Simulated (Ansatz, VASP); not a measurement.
# Two plane-wave programs on RbBr

File INCAR:

```
ALGO = Normal ; EDIFF = 1E-7
ENCUT = 520 ; GGA = PE
ISIF = 2 ; ISMEAR = -1
LASPH = T ; LCHARG = T
LELF = T ; LREAL = F
LVHAR = T ; LWAVE = F
NBANDS = 15 ; NELM = 80
PREC = Accurate ; SIGMA = 0.02
```

File KPOINTS:

```
k-points
0
Gamma
  6 6 6
```

The input POSCAR:

```
RbBr
1.0
    0.0000000000      3.4608260907      3.4608260907
    3.4127206081      0.0000000000      3.4608260907
    3.4127206081      3.4608260907      0.0000000000
Rb Br
1 1
Direct
    0.0000000000      0.0000000000      0.0000000000
    0.5000000000      0.5000000000      0.5000000000
```

Input for Ansatz:

```yaml
crystal:
  lattice:
    - [0.0, 3.4608260907, 3.4608260907]
    - [3.4127206081, 0.0, 3.4608260907]
    - [3.4127206081, 3.4608260907, 0.0]
  atoms:
    - { symbol: Rb, position: [0.0, 0.0, 0.0] }
    - { symbol: Br, position: [0.5, 0.5, 0.5] }
kpoints:
  mp_grid: { grid: [6, 6, 6] }
  band_path:
    path:
      - [0.0, 0.0, 0.0]
      - [0.5, 0.0, 0.5]
      - [0.625, 0.25, 0.625]
      - [0.375, 0.375, 0.75]
      - [0.5, 0.5, 0.5]
      - [0.5, 0.25, 0.75]
    npoints: 1
hamiltonian:
  xc: pbe
scf:
  occupations: { method: fermi_dirac, width: 0.02 }
  n_extra_bands: 4
output:
  forces: true
  stress: true
  eigenvalues: true
```

Change from the starting cell: uniaxial_x strain -1.4%.

Alike in both runs: task single point; functional PBE; k mesh 6 × 6 × 6; occupations fermi-dirac, width 0.02 eV; no spin polarisation.

```csv
,VASP,Ansatz
version,VASP 6.6.1,Ansatz 0.2.0
potentials or method,"VASP PAW PBE potentials, release 64 (Rb_sv, Br)","plane waves, PAW"
plane-wave cutoff (eV),520,420
valence electrons in the cell,16,16
```

|  | VASP | Ansatz | Ansatz less VASP |
| --- | --- | --- | --- |
| gap on the k mesh at the Fermi level (eV) | 4.31 | 4.31 | +0.002 |
| pressure (GPa) | 0.8 | 0.8 | -0.03 |
| largest component of the traceless stress (GPa) | 0.30 | 0.30 | -0.003 |

The functional is the same, so the differences come from potentials, cutoffs and numerics.
